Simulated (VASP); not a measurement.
# Cu (P6_3/mmc) in VASP: a series of runs

The runs below take Cu through single point, relaxation of cell and atoms, with PBE.

Program: VASP 6.6.1. These are calculated values, not measurements. Logs are shortened: lines on timing, memory, paths and dates and some standing lists are left out, and cuts for length are marked.

### 1 Starting point

It takes space group P6_3/mmc (No. 194, hexagonal). Conventional cell: a = 2.567 Å, b = 2.567 Å, c = 8.387 Å, α = 90.00°, β = 90.00°, γ = 120.00°. Cu (site symmetry -3m) has 12 Cu at 2.57 Å as nearest neighbours. Cu (site symmetry -6m2) is surrounded by 12 Cu at 2.57 Å.

This isn't the form of Cu at room conditions, which is fcc.

### 2 Single point, PBE

The input, INCAR:

```
ALGO     = Fast           # electronic algorithm
EDIFF    = 1E-6           # SCF threshold, eV
ENCUT    = 520            # plane-wave cutoff, eV
GGA      = PE             # functional
ISIF     = 2              # what is computed and relaxed
ISMEAR   = 0              # smearing method
LASPH    = T              # aspherical terms in the spheres
LCHARG   = F              # write CHGCAR
LREAL    = F              # projectors in reciprocal space
LWAVE    = F              # write WAVECAR
NBANDS   = 30             # bands
NELM     = 100            # most SCF steps
PREC     = Accurate       # precision mode
SIGMA    = 0.1            # smearing width, eV
```

The input, KPOINTS:

```
k-points
0
Gamma
  18 18 6
```

The input, POSCAR:

```
Cu
1.0
    2.5670412900      0.0000000000      0.0000000000
   -1.2835206450      2.2231229697      0.0000000000
    0.0000000000      0.0000000000      8.3865575143
Cu
4
Direct
    0.0000000000      0.0000000000      0.0000000000
    0.3333333333      0.6666666667      0.2500000000
    0.0000000000      0.0000000000      0.5000000000
    0.6666666667      0.3333333333      0.7500000000
```

Potentials or basis: VASP PAW PBE potentials, release 64 (Cu).

On the command line:

```sh
$ cat potpaw_PBE.64/Cu/POTCAR > POTCAR
$ mpirun -np 1 vasp_std > vasp.out
```

OUTCAR:

```text
EDIFF = 1E-6
   ENCUT = 520
   GGA = PE
   ISIF = 2
   ISMEAR = 0
   LASPH = T
   LREAL = F
   NELM = 100
   PREC = Accurate

 ion  position               nearest neighbor table
   1  0.000  0.000  0.000-   2 2.57   4 2.57   2 2.57   4 2.57   4 2.57   2 2.57
   2  0.333  0.667  0.250-   1 2.57   3 2.57   1 2.57   3 2.57   1 2.57   3 2.57
   3  0.000  0.000  0.500-   2 2.57   4 2.57   2 2.57   4 2.57   4 2.57   2 2.57
   4  0.667  0.333  0.750-   1 2.57   3 2.57   1 2.57   3 2.57   1 2.57   3 2.57

  LATTYP: Found a hexagonal cell.
 ALAT       =     2.5670412900
 C/A-ratio  =     3.2670130967

  Lattice vectors:

 A1 = (   2.5670412900,   0.0000000000,   0.0000000000)
 A2 = (  -1.2835206450,   2.2231229697,   0.0000000000)
 A3 = (   0.0000000000,   0.0000000000,   8.3865575143)

Analysis of symmetry for initial positions (statically):
=====================================================================
 Subroutine PRICEL returns:
 Original cell was already a primitive cell.

 Routine SETGRP: Setting up the symmetry group for a
 hexagonal supercell.

 Subroutine GETGRP returns: Found 24 space group operations
 (whereof 12 operations were pure point group operations)
 out of a pool of 24 trial point group operations.

The static configuration has the point symmetry D_3d.
 The point group associated with its full space group is D_6h.

Analysis of symmetry for dynamics (positions and initial velocities):
=====================================================================
 Subroutine PRICEL returns:
 Original cell was already a primitive cell.

 Routine SETGRP: Setting up the symmetry group for a
 hexagonal supercell.

 Subroutine GETGRP returns: Found 24 space group operations
 (whereof 12 operations were pure point group operations)
 out of a pool of 24 trial point group operations.

The dynamic configuration has the point symmetry D_3d.
 The point group associated with its full space group is D_6h.

 Subroutine INISYM returns: Found 24 space group operations
 (whereof 12 operations are pure point group operations),
 and found     1 'primitive' translations

----------------------------------------------------------------------------------------

                                     Primitive cell
[... 93 lines left out ...]
   ENCUT  =  520.0 eV  38.22 Ry    6.18 a.u.   4.77  4.77 15.59*2*pi/ulx,y,z
   NELM   =    100;   NELMIN=  2; NELMDL= -5     # of ELM steps
   EDIFF  = 0.1E-05   stopping-criterion for ELM
   LREAL  =      F    real-space projection
   EDIFFG = 0.1E-04   stopping-criterion for IOM
   NSW    =      0    number of steps for IOM
   IBRION =     -1    ionic relax: 0-MD 1-quasi-New 2-CG
   NFREE  =      0    steps in history (QN), initial steepest desc. (CG)
   ISIF   =      2    stress and relaxation
   ISYM   =      2    0-nonsym 1-usesym 2-fastsym
   POTIM  = 0.5000    time-step for ionic-motion
   TEBEG  =    0.0;   TEEND  =   0.0 temperature during run
   PSTRESS=    0.0 pullay stress
   NELECT =      44.0000    total number of electrons
   NUPDOWN=      -1.0000    fix difference up-down
   EMIN   =  10.00;   EMAX   =-10.00  energy-range for DOS
   EFERMI =   0.00;   METHOD = LEGACY
   ISMEAR =     0;   SIGMA  =   0.10  broadening in eV -4-tet -1-fermi 0-gaus
   EFERMI_NEDOS =   21; number of points for ismear=-14 and -15
   IALGO  =     68    algorithm
   IMIX   =      4    mixing-type and parameters
     AMIX     =   0.40;   BMIX     =  1.00
     AMIX_MAG =   1.60;   BMIX_MAG =  1.00
  volume/ion in A,a.u.               =      11.97        80.75
  Fermi-wavevector in a.u.,A,eV,Ry     =   1.591839  3.008139 34.476485  2.533950
  Thomas-Fermi vector in A             =   2.690317
   LORBIT       =      0    0 simple, 1 ext, 2 COOP (PROOUT), +10 PAW based schemes
   GGA     = PE    functional components
   LHFCALC =     F    Hartree Fock is set to
   AEXX    =    0.0000 exact exchange contribution
   IVDW    =     0    specifies the selected vdW correction
   LEPSILON=     F    determine dielectric tensor
   LRPA    =     F    only Hartree local field effects (RPA)
 non-spin polarized calculation
 RMM-DIIS sequential band-by-band and
 Gauss-broadening in eV      SIGMA  =   0.10
  energy-cutoff  :      520.00
  volume of cell :       47.86
 maximum number of plane-waves:      1316
 NGX is ok and might be reduce to    20
   NGX =  9   NGY =  9   NGZ = 31

 number of electron      44.0000026 magnetization

 Free energy of the ion-electron system (eV)
  ---------------------------------------------------
  ext. energy  EPLUGINS =         0.00000000
  ---------------------------------------------------
  free energy    TOTEN  =       -14.89623288 eV

  energy without entropy =      -14.88913748  energy(sigma->0) =      -14.89268518

 E-fermi :   7.3809     XC(G=0): -12.6500

 val. band max:        7.3790825086   @ k =   0.2778   0.1667   0.0000
 cond. band min:       7.4045576190   @ k =   0.2222   0.2222   0.0000
 fundamental gap:      0.0254751105
 Fermi energy:         7.3809115970

 k-point     1 :       0.0000    0.0000    0.0000
  band No.  band energies     occupation
      1      -1.8273      2.00000
      2       0.2720      2.00000
      3       0.2803      2.00000
      4       2.4205      2.00000
      5       4.1973      2.00000
      6       4.2000      2.00000
[... 781 lines left out ...]
     29      17.9147      0.00000
     30      18.8249      0.00000

 [... further k-points ...]

------------------------ aborting loop because EDIFF is reached ----------------------------------------

  FORCE on cell =-STRESS in cart. coord.  units (eV):
  Direction    XX          YY          ZZ          XY          YZ          ZX
  --------------------------------------------------------------------------------------
  -------------------------------------------------------------------------------------
  Total        0.1923761      0.1923761      0.1892687      0.0000000     -0.0000000      0.0000000
  in kB        6.4399375      6.4399375      6.3359135      0.0000000     -0.0000000      0.0000000
  external PRESSURE =       6.4052628 kB  Pullay stress =       0.0000000 kB

 VOLUME and BASIS-vectors are now :
 -----------------------------------------------------------------------------
  energy-cutoff  :      520.00
  volume of cell :       47.86
      direct lattice vectors                 reciprocal lattice vectors
     2.567041290  0.000000000  0.000000000     0.389553531  0.224908836  0.000000000
    -1.283520645  2.223122970  0.000000000     0.000000000  0.449817673  0.000000000
     0.000000000  0.000000000  8.386557514     0.000000000  0.000000000  0.119238436

 POSITION                                       TOTAL-FORCE (eV/Angst)
 -----------------------------------------------------------------------------------
      0.00000      0.00000      0.00000        -0.000000      0.000000      0.000000
     -0.00000      1.48208      2.09664         0.000000      0.000000     -0.000000
      0.00000      0.00000      4.19328        -0.000000      0.000000      0.000000
      1.28352      0.74104      6.28992        -0.000000      0.000000     -0.000000
 -----------------------------------------------------------------------------------
    total drift:                                0.000000     -0.000000      0.000000

  FREE ENERGIE OF THE ION-ELECTRON SYSTEM (eV)
  ---------------------------------------------------
  free  energy   TOTEN  =       -14.8962328801 eV

  energy  without entropy=      -14.8891374829  energy(sigma->0) =      -14.89268518
```

It took 1.7 min on 1 thread of Intel Xeon 6975P-C (Granite Rapids), shared host; peak memory 0.27 GiB.

Results:

- Free energy: -14.8962 eV
- Pressure: 0.6 GPa
- Band gap on the k mesh: none (metal or under the smearing width)

(Continued in part 2 of 2.)
